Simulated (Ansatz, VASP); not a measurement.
# Cross-check of MoS2 between VASP and Ansatz, part 2 of 2

Wanted: the spread between two codes on one cell, functional and k mesh. The cell is taken from a series of runs on this material, whose earlier steps may have relaxed, scaled, displaced or heated it; both programs get it as it stands.

VASP 6.6.1 and Ansatz, in part a development build.

So far: Set-up; VASP: G0W0 gap, PBEsol.

In doubt: GW ran without a cut-off Coulomb interaction for the vacuum, so the values of those runs are not to be relied on.

## (3) Ansatz: G0W0 gap, PBEsol

Level of this step: Ansatz beside VASP: Kohn-Sham DFT, plane waves, PBEsol (Ansatz).

Ansatz runs on its PAW soft_1 files.

The same cell, functional and mesh now go to Ansatz, which takes its cutoff from its data sets.

Contents of input.yaml:

```yaml
crystal:
  lattice:
    - [3.1167983966, 0.0, 0.0]
    - [-1.5583991983, 2.6992265899, 0.0]
    - [0.0, 0.0, 11.2]
  atoms:
    - { symbol: Mo, position: [0.3333333333, 0.6666666667, 0.5] }
    - { symbol: S, position: [0.6666666667, 0.3333333333, 0.6396750649] }
    - { symbol: S, position: [0.6666666667, 0.3333333333, 0.3603249351] }
  periodic: [true, true, true]
kpoints:
  mp_grid: { grid: [6, 6, 1] }
hamiltonian:
  xc: pbesol
  pseudopotentials: { kind: paw, azcp: { folder: soft_1 }, xc_functional: pbe }
scf:
  occupations: { method: fixed }
gw:
  n_empty_bands: 122
  ecut_chi: 69.0
  qp_bands: [v2, c2]
  qp_kpoints: band_edges
  screening: { model: contour_deformation }
```

Launch:

```bash
ansatz run input.yaml --threads 4 --pin off --max-ram 17510MiB --backend cpu --events-out ev --progress --plain --runs-dir out
```

Numbers of over 12 decimals in the logs are rounded to 6 here.

The log of the run:

```text
Engine: ansatz (development build), aarch64-unknown-linux-gnu
Pseudopotentials: kind: paw
Pseudopotential: Mo, paw, valence charge 14, recommended cutoff 420 eV (normal), soft_1/Mo.paw.azcp
Pseudopotential: S, paw, valence charge 6, recommended cutoff 420 eV (normal), soft_1/S.paw.azcp
Functional definition: PBEsol
  exchange = pbesol_x
  correlation = pbesol_c
davidson cushion auto → on  (no smearing: the cushion is to keep the highest requested band from converging to the state above it; pin scf.eigensolver.cushion to override)
Crystal: 3 atoms, lattice volume = 94.225 Å³
Basis set: ecut = 420 eV, 1825 PW (Γ)
Bands: 17, of which v1, the nominal top of the filled ones, is band 13 counted from 1 (12 counted from 0)
Symmetry: 12 space group operations
Space group: P-6m2 (ITA 187), of the structure as read, at distance tolerance 4.6e-5 Å
k-points: 7 of 36 (time reversal used)
Non-local potential: Mo, projectors of the file, l = 0: 3, l = 1: 2, l = 2: 2, l = 3: 1
Non-local potential: S, projectors of the file, l = 0: 2, l = 1: 2, l = 2: 1
PAW form: soft (Blöchl's): semilocal exchange-correlation on the pseudo side does not see the compensation charge
PAW frozen core: Mo, regenerated for the run's functional, and the local potential with it (the file was generated under x = pbe(κ = 0.804, μ = 0.219515), c = pbe(β = 0.066725))
PAW frozen core: S, regenerated for the run's functional, and the local potential with it (the file was generated under x = pbe(κ = 0.804, μ = 0.219515), c = pbe(β = 0.066725))
PAW one-centre angular grid: Mo, 590 points (default); XC on 64 Gauss nodes
PAW one-centre angular grid: S, 110 points (default); XC on 64 Gauss nodes
Initial density: superposition of atomic densities (neutral atoms: chi_scale 0, normalization atom)
Initial wavefunctions: pseudopotential atomic-orbital guess
Functional: x = pbesol(κ = 0.804, μ = 0.123457), c = pbesol(β = 0.046)
iter 1 solved again at ethr=2.13e-2 eV; its pass at ethr=1.00e-1 eV (dr2=5.54e0 eV) is discarded
SCF iter   1: F=—  HF=-6671.553335 eV  |F-HF|=—  |Δ(HF+E_count)|=         —  Δρ=6.40e-2  dr2=5.52e0  ethr=2.13e-2  ⟨swp⟩=2.1  Hψ=623  notcnv=0
PPCG with updated residuals makes no iteration of this SCF: the run types basis.precision: f64, or is of a kind whose eigensolves stay in double precision
preconditioner: auto → none  [insulator: Δε(μ)=1.835 eV  Ē_g=9.063 eV  n_scr=6 (ndim 8)  ℏωp=16.2 eV  f_vac=0.418  ε∞_Penn≈4.2]
SCF iter   2: F=—  HF=-6672.391045 eV  |F-HF|=—  |Δ(HF+E_count)|=   8.38e-1  Δρ=8.00e-2  dr2=1.72e1  ethr=2.12e-2  ⟨swp⟩=3.4  Hψ=361  notcnv=0  recentre
SCF iter   3: F=—  HF=-6670.470294 eV  |F-HF|=—  |Δ(HF+E_count)|=    1.92e0  Δρ=3.32e-2  dr2=1.60e0  ethr=2.12e-2  ⟨swp⟩=3.3  Hψ=312  notcnv=0
iter 4 solved again at ethr=1.23e-4 eV; its pass at ethr=6.17e-3 eV (dr2=3.19e-2 eV) is discarded
SCF iter   4: F=—  HF=-6670.174403 eV  |F-HF|=—  |Δ(HF+E_count)|=   2.96e-1  Δρ=8.80e-3  dr2=3.21e-2  ethr=1.23e-4  ⟨swp⟩=3.1  Hψ=598  notcnv=0
SCF iter   5: F=—  HF=-6670.169251 eV  |F-HF|=—  |Δ(HF+E_count)|=   5.15e-3  Δρ=2.69e-3  dr2=1.09e-2  ethr=1.23e-4  ⟨swp⟩=3.0  Hψ=286  notcnv=0
SCF iter   6: F=—  HF=-6670.167252 eV  |F-HF|=—  |Δ(HF+E_count)|=   2.00e-3  Δρ=5.20e-4  dr2=1.70e-4  ethr=4.21e-5  ⟨swp⟩=2.7  Hψ=277  notcnv=0
SCF iter   7: F=—  HF=-6670.167240 eV  |F-HF|=—  |Δ(HF+E_count)|=   1.22e-5  Δρ=8.61e-5  dr2=8.86e-6  ethr=6.54e-7  ⟨swp⟩=3.9  Hψ=389  notcnv=0
SCF iter   8: F=—  HF=-6670.167238 eV  |F-HF|=—  |Δ(HF+E_count)|=   1.89e-6  Δρ=2.89e-5  dr2=1.06e-6  ethr=3.41e-8  ⟨swp⟩=3.1  Hψ=343  notcnv=0
SCF iter   9: F=-6670.167238 eV  HF=-6670.167238 eV  |F-HF|=3.51e-8  |Δ(HF+E_count)|=   4.14e-8  Δρ=6.64e-6  dr2=4.61e-8  ethr=4.06e-9  ⟨swp⟩=3.1  Hψ=312  notcnv=0
SCF 1 converged in 9 iterations: F = -6670.167238 eV  dr2 = 4.61e-8
  greatest PAW one-centre occupation: 0.999 electrons in one spin orbital (limit 2), on the Mo atom at site 0 (counted from 0), in its partial waves of l = 0
NSCF: frozen V_eff on 1 k-points
NSCF: frozen V_eff on 1 k-points
[...]
G₀W₀ screening: q 1/7
[... further progress lines ...]
SCF converged after 9 iterations
Free energy (F): -6670.167238 eV
Harris-Foulkes:  -6670.167238 eV  (|F-HF|=3.51e-8)
Internal energy: -6670.167238 eV  (E = F + TS)
E sigma→0 (E₀):  -6670.167238 eV
Fermi energy:    3.197945 eV
--- Per-component energies (eV) ---
  E_band       = -338.982867
  E_kinetic    = 635.951449
  E_local      = -6672.699459  (includes V_loc(G=0)·N_el)
  E_nonlocal   = 219.148656
  E_hartree    = 3022.166873
  E_xc         = -352.323222
  E_vxc        = -385.795144  (∫ρ·V_xc dr)
  E_paw        = -4338.700825  (= ΣΔE_a)
  E_vpaw       = -179.935985  (= ΣTr[D̂ρ^β])
  E_aug_tail   = 0.000041  (compensation charges beyond the density's cutoff)
  E_ewald      = 815.956051
  E_core_change = 0.333199  (= ΣΔE_core)
  E_smearing   = -0.000000  (= −TS)
  E_closure    = -0.000000  (closes the sum)
  Σ components = -6670.167238   (vs F -6670.167238, Δ=0.00e0)
--- Band table (eV; the first three rows and the last of 7) ---
  k-point 0: bands = [... 9 lower, 1.2595, 1.7804, 1.7804, 3.0270, 6.1482, 6.1482, 6.4104, 6.4104]
  k-point 1: bands = [... 9 lower, 1.0545, 1.1856, 2.1100, 2.7968, 5.5415, 5.9259, 5.9875, 6.7741]
  k-point 2: bands = [... 9 lower, 0.3334, 1.4874, 1.9681, 2.1257, 5.5826, 5.5844, 6.7381, 7.5124]
  k-point 6: bands = [... 9 lower, -0.3809, 0.1892, 0.9562, 3.1979, 5.0929, 6.2028, 6.9568, 8.4327]
fft plans: ranked — 6 lengths (probe disabled); 3 noted on the structural route
--- G₀W₀: contour deformation, n_omega = 16, frequency_scale = 25.0000 eV, 36 q-points, 122 empty bands' worth ---
  ε⁻¹(q→0, 0) head = 0.207182
  undamped window: 1.5159 to 1.8590 eV across q-mesh
  static-remainder magnitude (band-truncation diagnostic): 0.0000 eV
  bands read: the sum over 135 bands ends inside a degenerate multiplet in 1 slot, whose members it reads at an even weight; the widest, k=0: bands 135 to 136 (counted from 1) at 1/2 each
  gw.qp_kpoints: band_edges: 7 of 7 stored k-points solved, in 1 pass; an edge of the gap read off the rows below is read off those points alone
    ik  band        ε_KS         Σx   Σc(E_QP)       V_xc       Z   E_QP_lin       E_QP  E_QP is
     0    12  beyond_window: the residue of the level at 3.1979 eV is asked at E = 1.6804 eV, beyond the undamped window of 1.5159 eV
     0    13      3.0270   -18.4837     1.0905   -17.4826  0.7339     3.1163     3.1165  root
     0    14  beyond_window: the residue of the level at 5.0929 eV is asked at E = 6.6088 eV, beyond the undamped window of 1.5159 eV
     0    15  beyond_window: the residue of the level at 5.0929 eV is asked at E = 6.6088 eV, beyond the undamped window of 1.5159 eV
     1    12      2.1100   -18.1765     2.2734   -15.6742  0.7357     1.8799     1.8810  root
     1    13      2.7968   -19.1389     1.2381   -18.0205  0.7307     2.9162     2.9165  root
     1    14      5.5415   -12.9823    -3.7545   -17.4768  0.7360     6.2956     6.2814  root
     1    15      5.9259   -13.7862    -4.1161   -18.8069  0.7422     6.8520     6.8305  root
     2    12      1.9681   -19.6051     2.1015   -17.4840  0.7303     1.9485     1.9485  root
     2    13      2.1257   -18.8167     1.4958   -17.4060  0.7271     2.2105     2.2108  root
     2    14      5.5826   -13.9098    -4.0484   -18.7910  0.7305     6.4350     6.4153  root
     2    15      5.5844   -15.3883    -3.9958   -20.3033  0.7273     6.5272     6.5036  root
     3    12      2.3715   -18.8745     2.0739   -16.6931  0.7374     2.2638     2.2640  root
     3    13      2.5199   -18.1470     1.4850   -16.6332  0.7394     2.4912     2.4912  root
     3    14  beyond_window: the residue of the level at 5.0929 eV is asked at E = 6.6309 eV, beyond the undamped window of 1.5381 eV
     3    15  beyond_window: the residue of the level at 5.0929 eV is asked at E = 6.6309 eV, beyond the undamped window of 1.5381 eV
     4    12      2.1661   -18.6262     2.4024   -15.9987  0.7335     1.9400     1.9411  root
     4    13      2.3723   -19.8586     1.4519   -18.5714  0.7256     2.5364     2.5370  root
     4    14      5.1205   -13.2708    -3.6282   -17.6661  0.7408     5.9012     5.8876  root
     4    15  beyond_window: the residue of the level at 5.0929 eV is asked at E = 6.6309 eV, beyond the undamped window of 1.5381 eV
     5    12  beyond_window: the residue of the level at 3.1979 eV is asked at E = 1.3240 eV, beyond the undamped window of 1.8368 eV
     5    13      2.7151   -19.2146     1.1751   -18.1869  0.7339     2.8620     2.8624  root
     5    14      5.5551   -15.1665    -3.8955   -19.9387  0.7287     6.4529     6.4317  root
     5    15  beyond_window: the residue of the level at 5.0929 eV is asked at E = 6.9297 eV, beyond the undamped window of 1.8368 eV
     6    12  beyond_window: the residue of the level at 3.1979 eV is asked at E = 0.9562 eV, beyond the undamped window of 1.5159 eV
     6    13      3.1979   -19.2874     0.6544   -18.8726  0.7363     3.4367     3.4375  root
     6    14      5.0929   -16.0936    -3.6531   -20.6815  0.7336     6.0482     6.0276  root
     6    15  beyond_window: the residue of the level at 5.0929 eV is asked at E = 6.6088 eV, beyond the undamped window of 1.5159 eV
```

In the SCF lines HF is the Harris–Foulkes energy and dr2 the Hartree energy of the density residual, in eV; the loop may stop once dr2 is under the threshold and the program's other checks hold. Hψ counts applications of the Hamiltonian.

## (4) Side by side

Known differences besides the potentials themselves: fixed occupations in Ansatz, narrow Gaussian smearing in VASP; the cutoff is 420 eV in Ansatz and 370 eV in VASP; Ansatz makes its cores anew for this functional, VASP keeps those of its PBE data sets; Ansatz integrates over frequency by contour deformation, VASP on a grid of NOMEGA points; Ansatz's G0W0 levels solve the quasiparticle equation, VASP's are linearised. Total energies have different zeros and are not compared.

The two programs side by side:

```
                   quantity  Ansatz  VASP  difference
  G0W0 gap on the mesh (eV)    2.45  2.56       -0.11
Kohn-Sham gap under it (eV)    1.89  1.90        0.00
```

With vacuum in the cell, a pressure given here is an average over mostly empty space and none of the material.

## (5) Outcome

```
difference in G0W0 gap on the mesh (G0W0 gap, PBEsol) : -0.11 eV
```

What this shows: The difference in G0W0 gap on the mesh is -0.11 eV (G0W0 gap, PBEsol). Such differences can come from data sets, numerical settings and the points named under the comparisons, not from the functional's error against experiment.

[Lines on the potential files, build, host, timing and source positions are cut from VASP's logs without a mark.]

[Logs are printed without paths, hosts, clocks, repeated set-up lines and the standing remarks that a program may print on its own settings, such as how far it seeks lower states.]

[Hosts, paths, dates, database ids (printed as entryN), source tags and the programs' standing remarks are cut or masked in the printed files.]
